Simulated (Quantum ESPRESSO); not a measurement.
A run of Quantum ESPRESSO 7.5 is set up as follows.

pw.in

```
&CONTROL
  calculation = 'scf'
  prefix = 'pwscf'
  outdir = './tmp'
  pseudo_dir = './pseudo'
  tprnfor = .true.
  tstress = .true.
  disk_io = 'low'
/
&SYSTEM
  ibrav = 0
  nat = 2
  ntyp = 2
  ecutwfc = 58
  nbnd = 14
  input_dft = 'r2scan'
  occupations = 'smearing'
  smearing = 'fd'
  degauss = 0.00367493
  nosym = .true.
/
&ELECTRONS
  conv_thr = 1d-08
  electron_maxstep = 120
  mixing_beta = 0.5
/
ATOMIC_SPECIES
Rb    85.4678 Rb_ONCV_PBE-1.2.upf
Cl    35.4500 Cl_ONCV_PBE-1.2.upf
CELL_PARAMETERS angstrom
   0.0000000000    3.2740000000    3.2740000000
   3.2740000000    0.0000000000    3.2740000000
   3.2740000000    3.2740000000    0.0000000000
ATOMIC_POSITIONS crystal
Rb     0.0000000000    0.0000000000    0.0000000000
Cl     0.5000000000    0.5000000000    0.5000000000
K_POINTS automatic
5 5 5 0 0 0
```

Contents of bands.in:

```
&CONTROL
  calculation = 'bands'
  prefix = 'pwscf'
  outdir = './tmp'
  pseudo_dir = './pseudo'
  disk_io = 'low'
  verbosity = 'high'
/
&SYSTEM
  ibrav = 0
  nat = 2
  ntyp = 2
  ecutwfc = 58
  nbnd = 14
  input_dft = 'r2scan'
  occupations = 'smearing'
  smearing = 'fd'
  degauss = 0.00367493
  nosym = .true.
/
&ELECTRONS
  conv_thr = 1d-08
  electron_maxstep = 120
  mixing_beta = 0.5
  diago_full_acc = .true.
  startingwfc = 'random'
/
ATOMIC_SPECIES
Rb    85.4678 Rb_ONCV_PBE-1.2.upf
Cl    35.4500 Cl_ONCV_PBE-1.2.upf
CELL_PARAMETERS angstrom
   0.0000000000    3.2740000000    3.2740000000
   3.2740000000    0.0000000000    3.2740000000
   3.2740000000    3.2740000000    0.0000000000
ATOMIC_POSITIONS crystal
Rb     0.0000000000    0.0000000000    0.0000000000
Cl     0.5000000000    0.5000000000    0.5000000000
K_POINTS crystal
60
 0.0000000000  0.0000000000  0.0000000000 1
 0.0625000000  0.0000000000  0.0625000000 1
 0.1250000000  0.0000000000  0.1250000000 1
 0.1875000000  0.0000000000  0.1875000000 1
 0.2500000000  0.0000000000  0.2500000000 1
 0.3125000000  0.0000000000  0.3125000000 1
 0.3750000000  0.0000000000  0.3750000000 1
 0.4375000000  0.0000000000  0.4375000000 1
 0.5000000000  0.0000000000  0.5000000000 1
 0.5000000000  0.0625000000  0.5625000000 1
 0.5000000000  0.1250000000  0.6250000000 1
 0.5000000000  0.1875000000  0.6875000000 1
 0.5000000000  0.2500000000  0.7500000000 1
 0.4375000000  0.3125000000  0.7500000000 1
 0.3750000000  0.3750000000  0.7500000000 1
 0.3375000000  0.3375000000  0.6750000000 1
 0.3000000000  0.3000000000  0.6000000000 1
 0.2625000000  0.2625000000  0.5250000000 1
 0.2250000000  0.2250000000  0.4500000000 1
 0.1875000000  0.1875000000  0.3750000000 1
 0.1500000000  0.1500000000  0.3000000000 1
 0.1125000000  0.1125000000  0.2250000000 1
 0.0750000000  0.0750000000  0.1500000000 1
 0.0375000000  0.0375000000  0.0750000000 1
 0.0000000000  0.0000000000  0.0000000000 1
 0.0625000000  0.0625000000  0.0625000000 1
 0.1250000000  0.1250000000  0.1250000000 1
 0.1875000000  0.1875000000  0.1875000000 1
 0.2500000000  0.2500000000  0.2500000000 1
 0.3125000000  0.3125000000  0.3125000000 1
 0.3750000000  0.3750000000  0.3750000000 1
 0.4375000000  0.4375000000  0.4375000000 1
 0.5000000000  0.5000000000  0.5000000000 1
 0.5250000000  0.4500000000  0.5250000000 1
 0.5500000000  0.4000000000  0.5500000000 1
 0.5750000000  0.3500000000  0.5750000000 1
 0.6000000000  0.3000000000  0.6000000000 1
 0.6250000000  0.2500000000  0.6250000000 1
 0.5833333333  0.2500000000  0.6666666667 1
 0.5416666667  0.2500000000  0.7083333333 1
 0.5000000000  0.2500000000  0.7500000000 1
 0.5000000000  0.2857142857  0.7142857143 1
 0.5000000000  0.3214285714  0.6785714286 1
 0.5000000000  0.3571428571  0.6428571429 1
 0.5000000000  0.3928571429  0.6071428571 1
 0.5000000000  0.4285714286  0.5714285714 1
 0.5000000000  0.4642857143  0.5357142857 1
 0.5000000000  0.5000000000  0.5000000000 1
 0.4821428571  0.4821428571  0.5357142857 1
 0.4642857143  0.4642857143  0.5714285714 1
 0.4464285714  0.4464285714  0.6071428571 1
 0.4285714286  0.4285714286  0.6428571429 1
 0.4107142857  0.4107142857  0.6785714286 1
 0.3928571429  0.3928571429  0.7142857143 1
 0.3750000000  0.3750000000  0.7500000000 1
 0.6250000000  0.2500000000  0.6250000000 1
 0.5937500000  0.1875000000  0.5937500000 1
 0.5625000000  0.1250000000  0.5625000000 1
 0.5312500000  0.0625000000  0.5312500000 1
 0.5000000000  0.0000000000  0.5000000000 1
```

Potentials or basis: SG15 PBE 1.2.

Command:

```bash
$ OMP_NUM_THREADS=1 mpirun -n 2 pw.x -nk 2 -in pw.in > pw.out
$ OMP_NUM_THREADS=1 mpirun -n 2 pw.x -nk 2 -in bands.in > bands.out
```

Predict the pressure.

0.5 GPa.

Estimate the band gap on the k mesh.

5.55 eV, direct.

What does it give for the band gap along the path?

5.55 eV, direct.

Levels at the corners of the path, in eV from the valence-band top:
```tsv
point	band 4	band 5	band 6	band 7	band 8	band 9	band 10	band 11	band 12	band 13
Γ	-8.08	-8.08	0.00	0.00	0.00	5.55	8.67	8.67	8.67	9.89
X	-8.19	-8.19	-0.32	-0.10	-0.10	6.68	8.91	10.28	11.08	11.44
W	-8.27	-8.07	-0.45	-0.24	-0.24	8.21	8.21	10.25	10.32	12.59
K	-8.15	-8.14	-0.41	-0.28	-0.22	7.45	9.27	9.94	10.73	11.77
Γ	-8.08	-8.08	0.00	0.00	0.00	5.55	8.67	8.67	8.67	9.89
L	-8.09	-8.06	-0.88	-0.34	-0.34	8.27	8.57	10.98	10.98	12.22
U	-8.15	-8.14	-0.41	-0.28	-0.22	7.45	9.27	9.94	10.73	11.77
W	-8.27	-8.07	-0.45	-0.24	-0.24	8.21	8.21	10.25	10.32	12.59
L	-8.09	-8.06	-0.88	-0.34	-0.34	8.27	8.57	10.98	10.98	12.22
K	-8.15	-8.14	-0.41	-0.28	-0.22	7.45	9.27	9.94	10.73	11.77
U	-8.15	-8.14	-0.41	-0.28	-0.22	7.45	9.27	9.94	10.73	11.77
X	-8.19	-8.19	-0.32	-0.10	-0.10	6.68	8.91	10.28	11.08	11.44
```

Caveat: the potentials were made for another functional, which shifts forces and pressure; this potential file gives levels or pressures that part from those of other sets. r2SCAN opens gaps a little over a GGA but as a rule still falls short of measured ones.
